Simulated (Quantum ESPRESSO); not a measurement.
Write the native input for Quantum ESPRESSO 7.5 that does the following.

* Task: band structure
* Functional: PBE
* Potentials or basis: SSSP 1.3 efficiency PBE
* Cutoff: 748 eV
* Density cutoff: 5987 eV
* k mesh: 7 × 7 × 9
* Occupations: fermi-dirac, width 0.05 eV
* Spin: no spin polarisation
* Mixing beta: 0.5
* Most SCF iterations: 120
* SCF threshold: 6e-10 Ry

Ti:

```
CELL_PARAMETERS angstrom
4.56737 0.00000 0.00000
-2.28369 3.95546 0.00000
0.00000 0.00000 2.82624
ATOMIC_POSITIONS crystal
Ti 0.66667 0.33333 0.50000
Ti 0.33333 0.66667 0.50000
Ti 0.00000 0.00000 0.00000
```

This isn't the form of Ti at room conditions, which is hcp.

These files were run (other wordings do the same):

pw.in

```
&CONTROL
  calculation = 'scf'
  prefix = 'pwscf'
  outdir = './tmp'
  pseudo_dir = './pseudo'
  tprnfor = .true.
  tstress = .true.
  disk_io = 'low'
/
&SYSTEM
  ibrav = 0
  celldm(1) = 8
  nat = 3
  ntyp = 1
  ecutwfc = 55
  ecutrho = 440
  nbnd = 26
  occupations = 'smearing'
  smearing = 'fd'
  degauss = 0.00367493
/
&ELECTRONS
  conv_thr = 6d-10
  electron_maxstep = 120
  mixing_beta = 0.5
/
ATOMIC_SPECIES
Ti    47.8670 ti_pbe_v1.4.uspp.F.UPF
CELL_PARAMETERS alat
  1.0788859422929   0.0000000000000   0.0000000000000
 -0.5394429711464   0.9343426338103   0.0000000000000
  0.0000000000000   0.0000000000000   0.6676034539491
ATOMIC_POSITIONS crystal
Ti     0.6666666667    0.3333333333    0.5000000000
Ti     0.3333333333    0.6666666667    0.5000000000
Ti     0.0000000000    0.0000000000    0.0000000000
K_POINTS automatic
7 7 9 0 0 0
```

bands.in

```
&CONTROL
  calculation = 'bands'
  prefix = 'pwscf'
  outdir = './tmp'
  pseudo_dir = './pseudo'
  disk_io = 'low'
  verbosity = 'high'
/
&SYSTEM
  ibrav = 0
  celldm(1) = 8
  nat = 3
  ntyp = 1
  ecutwfc = 55
  ecutrho = 440
  nbnd = 26
  occupations = 'smearing'
  smearing = 'fd'
  degauss = 0.00367493
/
&ELECTRONS
  conv_thr = 1d-08
  electron_maxstep = 120
  mixing_beta = 0.5
  diago_full_acc = .true.
  startingwfc = 'random'
/
ATOMIC_SPECIES
Ti    47.8670 ti_pbe_v1.4.uspp.F.UPF
CELL_PARAMETERS alat
  1.0788859422929   0.0000000000000   0.0000000000000
 -0.5394429711464   0.9343426338103   0.0000000000000
  0.0000000000000   0.0000000000000   0.6676034539491
ATOMIC_POSITIONS crystal
Ti     0.6666666667    0.3333333333    0.5000000000
Ti     0.3333333333    0.6666666667    0.5000000000
Ti     0.0000000000    0.0000000000    0.0000000000
K_POINTS crystal
60
 0.0000000000  0.0000000000  0.0000000000 1
 0.1000000000  0.0000000000  0.0000000000 1
 0.2000000000  0.0000000000  0.0000000000 1
 0.3000000000  0.0000000000  0.0000000000 1
 0.4000000000  0.0000000000  0.0000000000 1
 0.5000000000  0.0000000000  0.0000000000 1
 0.4444444444  0.1111111111  0.0000000000 1
 0.3888888889  0.2222222222  0.0000000000 1
 0.3333333333  0.3333333333  0.0000000000 1
 0.2777777778  0.2777777778  0.0000000000 1
 0.2222222222  0.2222222222  0.0000000000 1
 0.1666666667  0.1666666667  0.0000000000 1
 0.1111111111  0.1111111111  0.0000000000 1
 0.0555555556  0.0555555556  0.0000000000 1
 0.0000000000  0.0000000000  0.0000000000 1
 0.0000000000  0.0000000000  0.0625000000 1
 0.0000000000  0.0000000000  0.1250000000 1
 0.0000000000  0.0000000000  0.1875000000 1
 0.0000000000  0.0000000000  0.2500000000 1
 0.0000000000  0.0000000000  0.3125000000 1
 0.0000000000  0.0000000000  0.3750000000 1
 0.0000000000  0.0000000000  0.4375000000 1
 0.0000000000  0.0000000000  0.5000000000 1
 0.0833333333  0.0000000000  0.5000000000 1
 0.1666666667  0.0000000000  0.5000000000 1
 0.2500000000  0.0000000000  0.5000000000 1
 0.3333333333  0.0000000000  0.5000000000 1
 0.4166666667  0.0000000000  0.5000000000 1
 0.5000000000  0.0000000000  0.5000000000 1
 0.4444444444  0.1111111111  0.5000000000 1
 0.3888888889  0.2222222222  0.5000000000 1
 0.3333333333  0.3333333333  0.5000000000 1
 0.2857142857  0.2857142857  0.5000000000 1
 0.2380952381  0.2380952381  0.5000000000 1
 0.1904761905  0.1904761905  0.5000000000 1
 0.1428571429  0.1428571429  0.5000000000 1
 0.0952380952  0.0952380952  0.5000000000 1
 0.0476190476  0.0476190476  0.5000000000 1
 0.0000000000  0.0000000000  0.5000000000 1
 0.5000000000  0.0000000000  0.5000000000 1
 0.5000000000  0.0000000000  0.4444444444 1
 0.5000000000  0.0000000000  0.3888888889 1
 0.5000000000  0.0000000000  0.3333333333 1
 0.5000000000  0.0000000000  0.2777777778 1
 0.5000000000  0.0000000000  0.2222222222 1
 0.5000000000  0.0000000000  0.1666666667 1
 0.5000000000  0.0000000000  0.1111111111 1
 0.5000000000  0.0000000000  0.0555555556 1
 0.5000000000  0.0000000000  0.0000000000 1
 0.3333333333  0.3333333333  0.0000000000 1
 0.3333333333  0.3333333333  0.0500000000 1
 0.3333333333  0.3333333333  0.1000000000 1
 0.3333333333  0.3333333333  0.1500000000 1
 0.3333333333  0.3333333333  0.2000000000 1
 0.3333333333  0.3333333333  0.2500000000 1
 0.3333333333  0.3333333333  0.3000000000 1
 0.3333333333  0.3333333333  0.3500000000 1
 0.3333333333  0.3333333333  0.4000000000 1
 0.3333333333  0.3333333333  0.4500000000 1
 0.3333333333  0.3333333333  0.5000000000 1
```

Potentials or basis: SSSP 1.3 efficiency PBE.

The run is started by

```console
$ OMP_NUM_THREADS=1 pw.x -in pw.in > pw.out
$ OMP_NUM_THREADS=1 pw.x -in bands.in > bands.out
```

Results of the run:

```
Pressure               : 0.8 GPa
Band gap on the k mesh : none (metal or under the smearing width)
```

Run time: 2.2 min on 1 thread of Arm Neoverse V1, with other jobs on the host, peak memory 0.25 GiB.
